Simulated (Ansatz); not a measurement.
Input and command of a plane-wave DFT calculation in Ansatz:

```yaml
crystal:
  lattice:
    - [3.1414322073, 0.0, 0.0]
    - [-1.5707161036, 2.7205600958, 0.0]
    - [0.0, 0.0, 12.5788196111]
  atoms:
    - { symbol: Mo, position: [0.2873869122, 0.5747738243, 0.25] }
    - { symbol: Mo, position: [0.6207202455, 0.241440491, 0.75] }
    - { symbol: S, position: [0.3333333333, 0.6666666667, 0.6260538431] }
    - { symbol: S, position: [0.6666666667, 0.3333333333, 0.1260538431] }
    - { symbol: S, position: [0.3333333333, 0.6666666667, 0.8739461569] }
    - { symbol: S, position: [0.6666666667, 0.3333333333, 0.3739461569] }
basis:
  ecutwfc: 420
kpoints:
  mp_grid: { grid: [12, 12, 2] }
hamiltonian:
  xc: pbesol
scf:
  occupations: { method: gaussian, width: 0.05 }
output:
  forces: true
  stress: true
  eigenvalues: true
```

```bash
ansatz run input.yaml --threads 1 --pin off --max-ram 2560MiB --backend cpu --events-out ev --progress --plain --runs-dir out
```

Processor: Intel(R) Xeon(R) Platinum 8488C (Sapphire Rapids), 1 thread, on a host shared with other jobs.

Question: Estimate time, memory and problem size.

Answer: About 17 s on 1 thread of Intel(R) Xeon(R) Platinum 8488C (Sapphire Rapids) (shared host), peak memory 0.54 GiB. It solves 32 bands at 86 k points (the mesh reduced by the symmetry that the task leaves, which can be less than the crystal's) with about 2059 plane waves, in 9 SCF iterations.
